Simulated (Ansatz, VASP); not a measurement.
## MgI2: VASP beside Ansatz

```
Mg I
1.0
     4.20720    0.00000   -0.46279
    -2.10360    3.64354    0.23140
    -0.85929    0.00000    8.02030
Mg I
1 2
Direct
  0.00000 0.00000 0.00000
  0.24762 0.66732 0.78837
  0.75238 0.33268 0.21163
```

Change from the starting cell: engineering shear strain xz -0.2200, normal strain along z +0.0267.

Alike in both runs: functional PBE; k mesh 6 × 6 × 4; occupations gaussian, width 0.05 eV; no spin polarisation.

Ansatz relaxed the structure, and its values are those at the end. VASP's run is a single point on that final structure, the one shown.

|  | VASP | Ansatz |
| --- | --- | --- |
| version | VASP 6.6.1 | Ansatz 0.2.0 |
| potentials or method | VASP PAW PBE potentials, release 64 (Mg, I) | scalar-relativistic, plane waves, PAW |
| plane-wave cutoff (eV) | 520 | 520 |
| valence electrons in the cell | 16 | 44 |

VASP gave:

* gap on the k mesh at the Fermi level (eV): 3.53
* least direct gap on the mesh (eV): 3.70
* pressure (GPa): -0.1
* rms of the force components (eV/Å): 0.005

Problem. Which values does Ansatz return?

Solution. gap on the k mesh at the Fermi level (eV): 3.54; least direct gap on the mesh (eV): 3.71; pressure (GPa): -0.1; rms of the force components (eV/Å): 0.001.

The two sets of potentials don't hold the same shells in valence. Ansatz warned: «stress_scf_threshold_loose».

Caveats: spin-orbit coupling is left out, which moves the levels of the heavy elements. A k mesh can miss the band edges.
